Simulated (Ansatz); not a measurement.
## NbAs under changes of volume

One of the cells (17.395 Å³/atom); the others are scaled copies at fixed shape and fractional positions:

```
Nb As
1.0
    -1.72585    1.72585    5.84000
     1.72585   -1.72585    5.84000
     1.72585    1.72585   -5.84000
Nb As
2 2
Direct
  0.50000 0.00000 0.50000
  0.75000 0.75000 0.00000
  0.91600 0.41600 0.50000
  0.16600 0.16600 0.00000
```

| Quantity | Value |
| --- | --- |
| Program | Ansatz 0.2.0 |
| Functional | LDA |
| Potentials or basis | Ansatz PAW |
| Cutoff | 420 eV (not typed: the program's choice for these potentials) |
| k mesh | 11 × 11 × 11 |
| Occupations | fermi-dirac, width 0.05 eV |
| Spin | no spin polarisation |

```tsv
volume (Å³/atom)	energy over the lowest point (meV/atom)	pressure (GPa)	largest force (eV/Å)
16.351	8.33	6.0	0.357
16.699	0.00	1.7	0.328
17.047	0.49	-2.1	0.301
17.395	8.87	-5.5	0.275
17.743	?	?	?
18.091	46.02	-11.3	0.229
18.438	73.38	-13.8	0.208
```

Question: What does the run at 17.743 Å³/atom give?

Answer: Energy over the lowest point 24.29 meV/atom; pressure -8.6 GPa; largest force 0.251 eV/Å.

Worked out: A Birch-Murnaghan fit of order 3 (a polynomial in V^(-2/3)) to the other rows has its minimum at 16.85 Å³/atom with B0 = V·E''(V) = 187 GPa and B' = 4.3 at fixed shape and positions, which overstates the stiffness. It gives 24.28 meV/atom at 17.743 Å³/atom, against the run's 24.29, and -dE/dV = -8.6 GPa, against -8.6.

Energies are extrapolated to zero smearing.

Caveats: the PAW data sets come from PBE, with cores solved anew for the run's functional, which leaves a small shift of forces and pressure.
